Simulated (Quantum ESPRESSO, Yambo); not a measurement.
# Quasiparticle gap of LiF (Griceite) in Yambo, part 2 of 3

Aim: the G0W0 gap of LiF (Griceite) on PBE, step by step.

Quantum ESPRESSO 7.5 and Yambo 5.3.0; PBE and many-body steps on it, plane waves. Known limits of the many-body steps: not at the basis limit.

So far. Step 2 (Ground state): The gap is direct, at Γ. Step 3 (Bands along the symmetry lines): The gap is 9.114 eV, −0.001 eV from the run before at this level.

### 4. Empty states on the mesh, 8×8×8 mesh, 73 bands

Level of this step: DFT, PBE, plane waves, norm-conserving pseudopotentials (Quantum ESPRESSO).

The sums over transitions need many empty states on a uniform mesh; this step solves for them.

The input, pw.in:

```
&control
  calculation = 'nscf'
  prefix = 'x'
  outdir = 'o'
  pseudo_dir = 'pseudo'
/
&system
  ibrav = 0
  nat = 2
  ntyp = 2
  ecutwfc = 72.0
  nbnd = 73
  force_symmorphic = .true.
/
&electrons
  conv_thr = 1e-9
  electron_maxstep = 80
  diago_full_acc = .true.
  diago_thr_init = 5e-6
/
ATOMIC_SPECIES
  Li 6.94 Li.upf
  F 18.998 F.upf
CELL_PARAMETERS angstrom
  0.0000000000 2.0140000000 2.0140000000
  2.0140000000 0.0000000000 2.0140000000
  2.0140000000 2.0140000000 -0.0000000000
ATOMIC_POSITIONS crystal
  Li 0.0000000000 0.0000000000 0.0000000000
  F 0.5000000000 0.5000000000 0.5000000000
K_POINTS automatic
  8 8 8 0 0 0
```

Started as:

```console
$ OMP_NUM_THREADS=1 mpirun -n 4 pw.x -nk 4 -in pw.in > pw.out
```

What it wrote:

```text
[banner, memory and clock lines left out]
Program PWSCF v.7.5 starts

     Atomic positions and unit cell read from directory:
     o/x.save/

     Message from routine setup:
     using ibrav=0 with symmetry is DISCOURAGED, use correct ibrav instead

     G-vector sticks info

     bravais-lattice index     =            0
     lattice parameter (alat)  =       5.3824  a.u.
     unit-cell volume          =     110.2567 (a.u.)^3
     number of atoms/cell      =            2
     number of atomic types    =            2
     number of electrons       =        10.00
     number of Kohn-Sham states=           73
     kinetic-energy cutoff     =      72.0000  Ry
     charge density cutoff     =     288.0000  Ry
     Exchange-correlation= PBE
                           (   1   4   3   4   0   0   0)

     celldm(1)=   5.382367  celldm(2)=   0.000000  celldm(3)=   0.000000
     celldm(4)=   0.000000  celldm(5)=   0.000000  celldm(6)=   0.000000

     crystal axes: (cart. coord. in units of alat)
               a(1) = (   0.000000   0.707107   0.707107 )
               a(2) = (   0.707107   0.000000   0.707107 )
               a(3) = (   0.707107   0.707107  -0.000000 )

     reciprocal axes: (cart. coord. in units 2 pi/alat)
               b(1) = ( -0.707107  0.707107  0.707107 )
               b(2) = (  0.707107 -0.707107  0.707107 )
               b(3) = (  0.707107  0.707107 -0.707107 )
     Pseudo is Norm-conserving, Zval =  3.0
     Generated using ONCVPSP code by D. R. Hamann
     Using radial grid of 1944 points,  4 beta functions with:
     Pseudo is Norm-conserving + core correction, Zval =  7.0
     Generated using ONCVPSP code by D. R. Hamann
     Using radial grid of  832 points,  5 beta functions with:
     Li                3.00     6.94000     Li( 1.00)
     F                 7.00    18.99800     F ( 1.00)

     48 Sym. Ops., with inversion, found

   Cartesian axes

     site n.     atom                  positions (alat units)
         1        Li     tau(   1) = (   0.0000000   0.0000000   0.0000000  )
         2        F      tau(   2) = (   0.7071068   0.7071068   0.7071068  )

     number of k points=    29
                       cart. coord. in units 2pi/alat
        k(    1) = (   0.0000000   0.0000000   0.0000000), wk =   0.0039062
        k(    2) = (   0.0883883   0.0883883  -0.0883883), wk =   0.0312500
        k(    3) = (   0.1767767   0.1767767  -0.1767767), wk =   0.0312500
[...]
[... 17 further rows ...]
        k(   28) = (  -0.7071068   0.1767767  -0.0000000), wk =   0.0468750
        k(   29) = (  -0.7071068   0.3535534   0.0000000), wk =   0.0234375

     Dense  grid:     9185 G-vectors     FFT dimensions: (  30,  30,  30)

     The potential is recalculated from file :
     o/x.save/charge-density

     Starting wfcs are    6 randomized atomic wfcs +   67 random wfcs

     Band Structure Calculation

     End of band structure calculation

          k = 0.0000 0.0000 0.0000 (  1139 PWs)   bands (ev):

   -39.9378 -18.9883   0.9065   0.9065   0.9065  10.0211  24.8974  24.8974
    24.8974  25.3125  25.3125  25.3125  28.2845  32.4832  32.4832  45.8414
    45.8414  45.8414  49.6073  65.9888  65.9888  65.9888  68.3857  69.5444
[...]
165.2396

          k = 0.0884 0.0884-0.0884 (  1143 PWs)   bands (ev):

[...]
159.2907

          k = 0.1768 0.1768-0.1768 (  1131 PWs)   bands (ev):

[...]
118.8904 118.8904 119.2692 123.1650 123.2783 123.2783 131.7572 131.7572
   132.9312 138.7910 141.2408 141.2408 145.6973 149.0941 149.0941 150.7703
   150.7703

          k = 0.2652 0.2652-0.2652 (  1143 PWs)   bands (ev):

     [... further k-points ...]

     highest occupied, lowest unoccupied level (ev):     0.9065   10.0211

     XML data file, pseudopotentials, collected wavefunctions
```

Elapsed: 3.8 s, on 4 MPI ranks of Arm Neoverse V2, shared host; peak memory 0.2 GiB.

This step gave:

```
gap                                                           : 9.115 eV
k of the valence top                                          : 0, 0, 0
k of the conduction bottom                                    : 0, 0, 0
least direct gap                                              : 9.115 eV
k points computed                                             : 29
lowest point of the top converged band, above the valence top : 141.3280 eV
```

On this mesh the gap is 9.115 eV.

### 5. Conversion and set-up

This step: Yambo 5.3.0; conversion and set-up on PBE, plane waves, norm-conserving pseudopotentials.

The states are converted to the many-body program's format and the q mesh is built.

Started as:

```console
$ (cd o/x.save; p2y > p2y.log; mv SAVE ../..); yambo > setup.log
```

What it wrote:

```text
 Yambo, version 5.3.0

 [02] CORE Variables Setup
 =========================

  [02.01] Unit cells
  ==================

  Cell kind             :  FCC
  Atoms in the cell     :  Li  F
  number of Li atoms    :  1
  number of F  atoms    :  1

  List of atomic masses
  Mass of Li    :  6.940000
  Mass of F     :  18.99800

  List of atomic coordinates    : [cc]
  Li1       :  0.000000  0.000000  0.000000  order 1
  F1       :  3.805908  3.805908  3.805908  order 2

  Alat factors          :  3.805908  3.805908  3.805908 [a.u.]
  Direct lattice volume :  110.2567 [a.u.]
  Direct lattice vectors:  A[ 1 ]  A[ 2 ]  A[ 3 ]
   A[ 1 ]:  0.000000  1.000000  1.000000  [iru]
   0.000000  3.805908  3.805908  [cc]
   A[ 2 ]:  1.000000  0.000000  1.000000  [iru]
   3.805908  0.000000  3.805908  [cc]
   A[ 3 ]:  1.000000  1.000000 -0.000000  [iru]
   3.805908  3.805908 -0.000000  [cc]

  Recip. lattice volume :  2.249752 [a.u.]
  Recip. lattice vectors:  B[ 1 ]  B[ 2 ]  B[ 3 ]
   B[ 1 ]: -0.500000  0.500000  0.500000  [iku]
  -0.825451  0.825451  0.825451  [cc]
   B[ 2 ]:  0.500000 -0.500000  0.500000  [iku]
   0.825451 -0.825451  0.825451  [cc]
   B[ 3 ]:  0.500000  0.500000 -0.500000  [iku]
   0.825451  0.825451 -0.825451  [cc]

  [02.02] Symmetries
  ==================

  Inversion symmetry    : yes
  Spatial inversion     : yes
  Inversion index       :  25
  K-space Time-reversal : no
  Magnetic symmetries   : no
  Group table correct   : yes
  Symmetries units      :  [cc]

   [S  1]:   1.0000     -0.12918E-16 -0.12918E-16 -0.12918E-16   1.0000      0.12918E-16  0.12918E-16  0.12918E-16   1.0000
   [S  2]:  -1.0000      0.12918E-16 -0.12918E-16  0.12918E-16  -1.0000      0.12918E-16 -0.12918E-16 -0.12918E-16   1.0000
   [S  3]:  -1.0000     -0.12918E-16  0.12918E-16  0.12918E-16   1.0000     -0.12918E-16 -0.12918E-16  0.12918E-16  -1.0000
[...]
[... 36 further rows ...]
   [S 47]: -0.12918E-16   1.0000      0.12918E-16  0.12918E-16 -0.12918E-16  -1.0000       1.0000      0.12918E-16 -0.12918E-16
   [S 48]: -0.12918E-16  -1.0000     -0.12918E-16  0.12918E-16  0.12918E-16   1.0000       1.0000     -0.12918E-16  0.12918E-16

  [02.03] Reciprocal space
  ========================

  nG shells         :  143
  nG charge         :   9185
  nG WFs            :  1615
  nC WFs            :  1158
  G-vecs. in first 14 shells:  [ Number ]
     1    9   15   27   51   59   65   89  113
   137  169  181  229  259
  ...
  Shell energy in first 14 shells:  [ mHa ]
    0.00000      1022.06      1362.74      2725.48      3747.54      4088.22      5450.96      6473.02      6813.70
    8176.44      9198.50      10901.9      11924.0      12264.7
  ...

  [02.04] K-grid lattice
  ======================

  Compatible Grid is   : 3D
  Base K vectors       :  K_min[ 1 ]  K_min[ 2 ]  K_min[ 3 ]
  K_min[ 1 ] :  0.39326E-17 -0.12500     -0.42090E-17 [rlu]
[...]
K [29]         [rlu]:  0.250000 -0.500000 -0.250000
         WF components:  1144

  [02.05] Energies & Occupations
  ==============================

  [X] === General ===
  [X] Electronic Temperature                        :  0.000000  0.000000 [eV K]
  [X] Bosonic    Temperature                        :  0.000000  0.000000 [eV K]
  [X] Finite Temperature mode                       : no
  [X] El. density                                   :  0.61206E+24 [cm-3]
  [X] Fermi Level                                   :  0.906508 [eV]

  [X] === Gaps and Widths ===
  [X] Conduction Band Min                           :  9.114627 [eV]
  [X] Valence Band Max                              :  0.000000 [eV]
  [X] Filled Bands                                  :   5
  [X] Empty Bands                                   :    6   73
  [X] Direct Gap                                    :  9.114627 [eV]
  [X] Direct Gap localized at k                     :  1
  [X] Indirect Gap                                  :  9.114627 [eV]
  [X] Indirect Gap between kpts                     :  1  1
  [X] Last valence band width                       :  0.989798 [eV]
  [X] 1st conduction band width                     :  5.964288 [eV]

  E @ K [ 1]:  [eV]
   -40.844      -19.895     -0.12003E-09 -0.36052E-10   0.0000       9.1146       23.991       23.991
   23.99086  24.40597  24.40597  24.40597  27.37798  31.57670  31.57670  44.93489
  occ @ K [ 1]
   2.000000  2.000000  2.000000  2.000000  2.000000  0.000000  0.000000  0.000000
[...]
E @ K [ 2]:  [eV]
[...]
occ @ K [ 2]
[...]
E @ K [ 3]:  [eV]
[...]
occ @ K [ 3]
[...]
E @ K [ 8]:  [eV]
[...]
occ @ K [ 8]
[...]
E @ K [ 9]:  [eV]
[...]
occ @ K [ 9]
[...]
E @ K [10]:  [eV]
[...]
occ @ K [10]
[...]
E @ K [11]:  [eV]
[...]
occ @ K [11]
[...]
E @ K [12]:  [eV]
[...]
occ @ K [12]
[...]
E @ K [13]:  [eV]
[...]
occ @ K [13]
[...]
E @ K [14]:  [eV]
[...]
occ @ K [14]
[...]
[... 14 further k-points ...]
  E @ K [29]:  [eV]
[...]
occ @ K [29]
   2.000000  2.000000  2.000000  2.000000  2.000000  0.000000  0.000000  0.000000
   0.000000  0.000000  0.000000  0.000000  0.000000  0.000000  0.000000  0.000000

 [03] Transferred momenta grid and indexing
 ==========================================

 IBZ Q-points                                      :  29
 BZ  Q-points                                      :   512

 K/Q-points units:
 rlu = crystal or reduced units; cc = cartesian coordinates; iku = interal k-units

 Q [ 1]         [rlu]:  0.000000  0.000000  0.000000
 Q [ 2]         [rlu]: -0.44736E-17 -0.44736E-17  0.12500
 Q [ 3]         [rlu]: -0.89471E-17 -0.89471E-17  0.25000
[...]
Q [ 8]         [rlu]: -0.89471E-17  0.12500      0.37500
 Q [ 9]         [rlu]: -0.26293E-17  0.12500      0.50000
 Q [10]         [rlu]:  0.17894E-16  0.12500     -0.37500
     [... 17 further rows ...]
 Q [28]         [rlu]:  0.125000 -0.500000 -0.375000
 Q [29]         [rlu]:  0.250000 -0.500000 -0.250000

  [03.01] X indexes
  =================

   [03.01.01] Sigma indexes
   ========================

 [06] Game Over & Game summary
```

It took 1.8 s on 1 MPI rank; peak memory 0.24 GiB.

(Continued in part 3 of 3.)

[Paths, hosts, dates, memory and timing lines, banners, echoed tables and standing remarks are left out of the program output.]

[Logs are printed without paths, hosts, clocks, repeated set-up lines and the standing remarks that a program may print on its own settings, such as how far it seeks lower states.]

[Runs of the session that timed out or met a known fault of the program may be left out.]

[Hosts, paths, dates, database ids (printed as entryN), source tags and the programs' standing remarks are cut or masked in the printed files.]
